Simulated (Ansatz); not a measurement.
Runs of Ansatz 0.2.0 on SnO2. The structure is cubic, space group Pa-3 (No. 205). Conventional cell: a = 5.175 Å, b = 5.175 Å, c = 5.175 Å, α = 90.00°, β = 90.00°, γ = 90.00°. Sn (site symmetry -3) has 6 O at 2.11 Å as nearest neighbours. O (site symmetry 3) has 3 Sn at 2.11 Å as nearest neighbours. Measurements of this composition are mostly on another form, of space group No. 136.

```tsv
task	level	cell	k mesh	smearing	target pressure (GPa)	gap on the mesh (eV)	pressure (GPa)
relaxation of cell and atoms	LDA	relaxed to 20 GPa	4 × 4 × 4	fermi-dirac 0.05 eV	20	(b)	20.0
relaxation of cell and atoms	BLYP	relaxed	5 × 5 × 5	fermi-dirac 0.05 eV	-	0.34	0.0
single point	PBE	as given	5 × 5 × 5	gaussian 0.012 eV	-	0.57	(a)
relaxation of the atoms	PBE	atoms relaxed from: strained by -4 %	4 × 4 × 4	fermi-dirac 0.05 eV	-	0.50	-0.4
```

Alike in all rows: potentials or basis Ansatz PAW; no spin polarisation; cutoff (eV) 420.

Q: Estimate the missing entries.

A: (a) -0.6; (b) 1.97.

Caveats: spin-orbit coupling is left out, which moves the levels of the heavy elements; the plane-wave basis is chosen anew once the cell has moved, so the energies of steps on either side of that aren't comparable (some runs); the PAW data sets come from PBE, with cores solved anew for the run's functional, which leaves a small shift of forces and pressure (some runs); odd divisions of the mesh miss points on the zone boundary, where band edges often lie, so the gap on the mesh can be too wide (some runs); the thresholds are loose for stress (some runs).

A k mesh can miss the band edges, and the runs leave out spin-orbit coupling on Sn.
